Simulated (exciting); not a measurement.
Here is an exciting (release sodium) calculation.

Contents of input.xml:

```xml
<input>
  <title>ZrS</title>
  <structure speciespath="./" tshift="false">
    <crystal scale="1">
      <basevect>0.000000000000 4.960531077143 4.960531077143</basevect>
      <basevect>4.960531077143 0.000000000000 4.960531077143</basevect>
      <basevect>4.960531077143 4.960531077143 0.000000000000</basevect>
    </crystal>
    <species speciesfile="Zr.xml" rmt="2.3">
      <atom coord="0.000000000000 0.000000000000 0.000000000000"/>
    </species>
    <species speciesfile="S.xml" rmt="1.9">
      <atom coord="0.500000000000 0.500000000000 0.500000000000"/>
    </species>
  </structure>
  <groundstate do="fromscratch" ngridk="6 6 6" rgkmax="6.5" gmaxvr="14" lmaxapw="10" lmaxmat="10" lmaxvr="8" xctype="LDA_PW" stype="Gaussian" swidth="0.00073499" nempty="14" ValenceRelativity="iora*" epsengy="1e-05" epspot="1e-05" maxscl="60" tforce="true" outputlevel="normal"/>
</input>
```

Potentials or basis: all-electron LAPW+lo, shipped species files, valence relativity iora*.

Run with:

```console
$ OMP_NUM_THREADS=1 exciting_smp
```

(1) What does it give for the band gap on the k mesh?

Results:

(1) none (metal or under the smearing width).
